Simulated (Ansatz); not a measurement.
**BN: energy against volume in PBE, exact exchange and the RPA**

The task here is to estimate one member of a computed series from the others.

Program: Ansatz 0.2.0. PBE orbitals, norm-conserving pseudopotentials, plane waves. Computed, not measured; no magnetism was allowed, and the structure may never have been made.

**The system as given**

The cell was relaxed beforehand with r2SCAN; volume changes: +0 %, -5 %, +5 %, -10 %, +10 %.

It is cubic, Fm-3m (No. 225); conventional cell a = 3.492 Å, 5.32 Å³ an atom. Near B stand 6 N at 1.75 Å; near N stand 6 B at 1.75 Å.

The structure in full:

```cif
data_structure
_symmetry_space_group_name_H-M 'Fm-3m'
_symmetry_Int_Tables_number 225
_cell_length_a 3.4917
_cell_length_b 3.4917
_cell_length_c 3.4917
_cell_angle_alpha 90.000
_cell_angle_beta 90.000
_cell_angle_gamma 90.000
_cell_volume 42.57
loop_
_atom_site_label
_atom_site_type_symbol
_atom_site_symmetry_multiplicity
_atom_site_Wyckoff_symbol
_atom_site_fract_x
_atom_site_fract_y
_atom_site_fract_z
_atom_site_occupancy
B1 B 4 a 0.00000 0.00000 0.00000 1
N1 N 4 b 0.50000 0.00000 0.00000 1
```

Set-up of the first run:

Input file input.yaml:

```yaml
crystal:
  lattice:
    - [0.0, 1.7458264474, 1.7458264474]
    - [1.7458264474, 0.0, 1.7458264474]
    - [1.7458264474, 1.7458264474, 0.0]
  atoms:
    - { symbol: B, position: [0.0, 0.0, 0.0] }
    - { symbol: "N", position: [0.5, 0.5, 0.5] }
kpoints:
  mp_grid: { grid: [8, 8, 8] }
hamiltonian:
  xc: pbe
  pseudopotentials: { kind: nc }
scf:
  occupations: { method: fixed }
output:
  rpa_energy:
    ecut_chi_ladder: [317, 355, 394, 437, 480]
    long_wavelength: optical_limit
basis:
  ecutwfc: 1240.0
```

Among the steps run: The unscaled cell; Volume -5 %; Volume +5 %; Volume -10 %; Volume +10 %.

One table of the session follows, with a row left open; its other results are not shown here.

It belongs to the step «The three curves». Energies in meV/atom from the unscaled cell:

```
volume (Å³/atom)   PBE  exact exchange  EXX+RPA  RPA correlation
           4.789  91.8            36.0     89.3             53.3
           5.055     ?               ?        ?                ?
           5.321   0.0             0.0      0.0              0.0
           5.587   8.3            39.9      9.6            -30.4
           5.853  42.6           107.9     44.8            -63.1
```

Q: Estimate the row for volume (Å³/atom) = 5.055 from the others.

Worked estimate for «PBE». A straight line through the neighbours (4.789, 91.8) and (5.321, 0.0) gives 91.8 + (0.0 − 91.8) × (5.055 − 4.789) / (5.321 − 4.789) = 45.9; a parabola fitted to 3 rows on both sides gives 27.8.

As computed: PBE: 24.8; exact exchange: -4.4; EXX+RPA: 23.6; RPA correlation: 28.0. In «PBE» the line misses by +21.1 and the parabola by +3.0.
